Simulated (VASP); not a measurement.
# Cu (Fm-3m) in VASP: a series of runs, part 2 of 2

VASP 6.6.1. Earlier steps stand in the parts before.

**8. Phonons, r2SCAN**

Contents of POSCAR:

```
Cu
1.0
    0.0000000000      1.8075000000      1.8075000000
    1.8075000000      0.0000000000      1.8075000000
    1.8075000000      1.8075000000      0.0000000000
Cu
1
Direct
    0.0000000000      0.0000000000      0.0000000000
```

Contents of INCAR.step1:

```
  ALGO = Normal
  EDIFF = 1E-8
  EDIFFG = -0.002
  ENCUT = 600
  IBRION = 2
  ISIF = 3
  ISMEAR = 1
  LASPH = T
  LCHARG = F
  LMIXTAU = T
  LREAL = F
  LWAVE = F
  METAGGA = R2SCAN
  NELM = 60
  NSW = 40
  PREC = Accurate
  SIGMA = 0.1
```

Contents of INCAR.step2:

```
  ALGO = Normal
  EDIFF = 1E-8
  ENCUT = 600
  IBRION = 6
  ISIF = 2
  ISMEAR = 1
  LASPH = T
  LCHARG = F
  LMIXTAU = T
  LREAL = F
  LWAVE = F
  METAGGA = R2SCAN
  NELM = 60
  NFREE = 2
  NSW = 1
  POTIM = 0.015
  PREC = Accurate
  SIGMA = 0.1
```

Contents of KPOINTS:

```
k-points
0
Gamma
  10 10 10
```

Potentials or basis: VASP PAW PBE potentials, release 64 (Cu).

The run is started by

```console
$ cat potpaw_PBE.64/Cu/POTCAR > POTCAR
$ cp INCAR.step1 INCAR
$ mpirun -np 1 vasp_std > vasp.out
$ cp CONTCAR POSCAR
$ cp INCAR.step2 INCAR
$ mpirun -np 1 vasp_std > vasp.out
```

OUTCAR:

```text
EDIFF = 1E-8
   ENCUT = 600
   IBRION = 6
   ISIF = 2
   ISMEAR = 1
   LASPH = T
   LREAL = F
   METAGGA = R2SCAN
   NELM = 60
   NFREE = 2
   NSW = 1
   POTIM = 0.015
   PREC = Accurate

 ion  position               nearest neighbor table
   1  0.000  0.000  0.000-

  LATTYP: Found a face centered cubic cell.
 ALAT       =     3.5826418264

  Lattice vectors:

 A1 = (   0.0000000000,   1.7913209132,   1.7913209132)
 A2 = (   1.7913209132,   0.0000000000,   1.7913209132)
 A3 = (   1.7913209132,   1.7913209132,   0.0000000000)

Analysis of symmetry for initial positions (statically):
=====================================================================
 Subroutine PRICEL returns:
 Original cell was already a primitive cell.

 Routine SETGRP: Setting up the symmetry group for a
 face centered cubic supercell.

 Subroutine GETGRP returns: Found 48 space group operations
 (whereof 48 operations were pure point group operations)
 out of a pool of 48 trial point group operations.

The static configuration has the point symmetry O_h .

Analysis of symmetry for dynamics (positions and initial velocities):
=====================================================================
 Subroutine PRICEL returns:
 Original cell was already a primitive cell.

 Routine SETGRP: Setting up the symmetry group for a
 face centered cubic supercell.

 Subroutine GETGRP returns: Found 48 space group operations
 (whereof 48 operations were pure point group operations)
 out of a pool of 48 trial point group operations.

The dynamic configuration has the point symmetry O_h .

 Subroutine INISYM returns: Found 48 space group operations
 (whereof 48 operations are pure point group operations),
 and found     1 'primitive' translations

[... 222 lines left out ...]

 E-fermi :   7.5734     XC(G=0): -13.9279

 val. band max:        7.5725307460   @ k =   0.5000   0.1000   0.0000
 cond. band min:       7.8529894799   @ k =   0.5000   0.3000   0.1000
 fundamental gap:      0.2804587339
 Fermi energy:         7.5734208125

 k-point     1 :       0.0000    0.0000    0.0000
  band No.  band energies     occupation
      1      -2.1501      2.00000
      2       4.5108      2.00000
      3       4.5109      2.00000
      4       4.5109      2.00000
      5       5.3619      2.00000
      6       5.3619      2.00000
      7      31.3416      0.00000
      8      34.5891      0.00000
      9      34.5893      0.00000
[... 265 lines left out ...]
 k-point    24 :       0.4000    0.3000    0.0000
  band No.  band energies     occupation
      1       2.4087      2.00000
      2       3.3575      2.00000
      3       5.0710      2.00000
      4       5.5180      2.00000
      5       5.9362      2.00000
      6       6.6204      2.00000
      7      20.6154      0.00000
      8      21.5023      0.00000
      9      23.6803      0.00000

 [... further k-points ...]

------------------------ aborting loop because EDIFF is reached ----------------------------------------

  FORCE on cell =-STRESS in cart. coord.  units (eV):
  Direction    XX          YY          ZZ          XY          YZ          ZX
  --------------------------------------------------------------------------------------
  -------------------------------------------------------------------------------------
  Total        0.0025828      0.0025828      0.0025828      0.0000000     -0.0000000      0.0000000
  in kB        0.3599514      0.3599514      0.3599514      0.0000000     -0.0000000      0.0000000
  external PRESSURE =       0.3599514 kB  Pullay stress =       0.0000000 kB
[... 16 lines left out ...]
  FREE ENERGIE OF THE ION-ELECTRON SYSTEM (eV)
  ---------------------------------------------------
  free  energy   TOTEN  =       -10.8112190924 eV

  energy  without entropy=      -10.8103450047  energy(sigma->0) =      -10.81092773

 INTERNAL STRAIN TENSORS FROM DISPLACED ATOMS
 ============================================

 INTERNAL STRAIN TENSOR FOR ION    1 for displacements in x,y,z  (eV/Angst):
          X           Y           Z          XY          YZ          ZX
  --------------------------------------------------------------------------------
  x     0.00000     0.00000     0.00000     0.00000     0.00000     0.00000
  y     0.00000     0.00000     0.00000     0.00000     0.00000     0.00000
  z     0.00000     0.00000     0.00000     0.00000     0.00000     0.00000

 Eigenvectors and eigenvalues of the dynamical matrix
 ----------------------------------------------------

   1 f  =    0.000000 THz     0.000000 2PiTHz    0.000000 cm-1     0.000000 meV
             X         Y         Z           dx          dy          dz
      0.000000  0.000000  0.000000     1.000000    0.000000    0.000000

   2 f  =    0.000000 THz     0.000000 2PiTHz    0.000000 cm-1     0.000000 meV
             X         Y         Z           dx          dy          dz
      0.000000  0.000000  0.000000     0.000000    1.000000    0.000000

   3 f  =    0.000000 THz     0.000000 2PiTHz    0.000000 cm-1     0.000000 meV
             X         Y         Z           dx          dy          dz
      0.000000  0.000000  0.000000     0.000000    0.000000    1.000000

 ELASTIC MODULI CONTR FROM IONIC RELAXATION (kBar)
 Direction    XX          YY          ZZ          XY          YZ          ZX
 --------------------------------------------------------------------------------
 XX           0.0000      0.0000      0.0000      0.0000      0.0000      0.0000
 YY           0.0000      0.0000      0.0000      0.0000      0.0000      0.0000
 ZZ           0.0000      0.0000      0.0000      0.0000      0.0000      0.0000
 XY           0.0000      0.0000      0.0000      0.0000      0.0000      0.0000
 YZ           0.0000      0.0000      0.0000      0.0000      0.0000      0.0000
 ZX           0.0000      0.0000      0.0000      0.0000      0.0000      0.0000
 --------------------------------------------------------------------------------
```

OSZICAR.step1:

```text
N       E                     dE             d eps       ncg     rms          rms(c)
DAV:   1     0.323079173236E+02    0.32308E+02   -0.63368E+03   862   0.236E+03
DAV:   2    -0.127527895607E+02   -0.45061E+02   -0.43021E+02   847   0.215E+02
DAV:   3    -0.133635166346E+02   -0.61073E+00   -0.60912E+00   979   0.368E+01
DAV:   4    -0.133691726651E+02   -0.56560E-02   -0.56551E-02  1046   0.315E+00
[... 50 lines left out ...]
DAV:   4    -0.108113811110E+02   -0.53348E-06   -0.14567E-05  1055   0.594E-02    0.381E-03
DAV:   5    -0.108113821750E+02   -0.10640E-05   -0.28383E-06   911   0.325E-02    0.220E-04
DAV:   6    -0.108113820151E+02    0.15992E-06   -0.71590E-08   833   0.510E-03    0.405E-04
DAV:   7    -0.108113819382E+02    0.76854E-07   -0.99486E-09   458   0.212E-03    0.717E-05
DAV:   8    -0.108113819426E+02   -0.43367E-08   -0.14497E-09   435   0.566E-04
   4 F= -.10811382E+02 E0= -.10811091E+02  d E =-.383069E-02
```

Wall time 1.8 min (1 thread of Intel Xeon 6975P-C (Granite Rapids), shared host); peak memory 0.13 GiB.

Results:

- Relaxed volume: 11.50 Å³/atom
- Relaxed cell: a = 2.533 Å, b = 2.533 Å, c = 2.533 Å, α = 60.00°, β = 60.00°, γ = 60.00°
- Space group after relaxing (to 0.05 Å): Fm-3m (No. 225)

Step by step:
| step | energy change (eV) | largest force (eV/Å) | pressure (GPa) | volume (Å³) |
| --- | --- | --- | --- | --- |
| 1 | 0.0000 | 0.0000 | -3.91 | 11.81 |
| 2 | -0.0025 | 0.0000 | 2.42 | 11.32 |
| 3 | -0.0038 | 0.0000 | -0.08 | 11.50 |
| 4 | -0.0038 | 0.0000 | 0.00 | 11.50 |

Final structure:
```yaml
crystal:
  lattice:
    - [0.00000, 1.79132, 1.79132]
    - [1.79132, 0.00000, 1.79132]
    - [1.79132, 1.79132, 0.00000]
  atoms:
    - { symbol: Cu, position: [0.00000, 0.00000, 0.00000] }
```

Caveat: the PAW data sets were made with another functional, which shifts forces and pressure a little.

**9. Equation of state, r2SCAN**

Potentials or basis: VASP PAW PBE potentials, release 64 (Cu).

No new run: the results of the series are fitted here.

Results:

```yaml
Equilibrium_volume: 11.49 Å³/atom
Bulk_modulus: 161 GPa
Pressure_derivative_of_the_bulk_modulus: 5.1
```

Energy against volume, from the lowest point:
| volume (Å³/atom) | energy (meV/atom) |
| --- | --- |
| 11.102 | 6.69 |
| 11.338 | 0.70 |
| 11.574 | 0.00 |
| 11.810 | 3.97 |
| 12.047 | 12.03 |
| 12.283 | 23.71 |
| 12.519 | 38.61 |

Caveat: the PAW data sets were made with another functional, which shifts forces and pressure a little.

**10. The reference run**

An earlier run on the cell as given: functional PBE; potentials or basis VASP PAW PBE potentials, release 64 (Cu); cutoff 520 eV; k mesh 13 × 13 × 13; occupations fermi-dirac, width 0.05 eV; no spin polarisation.

* Pressure: 2.2 GPa
* Band gap on the k mesh: none (metal or under the smearing width)
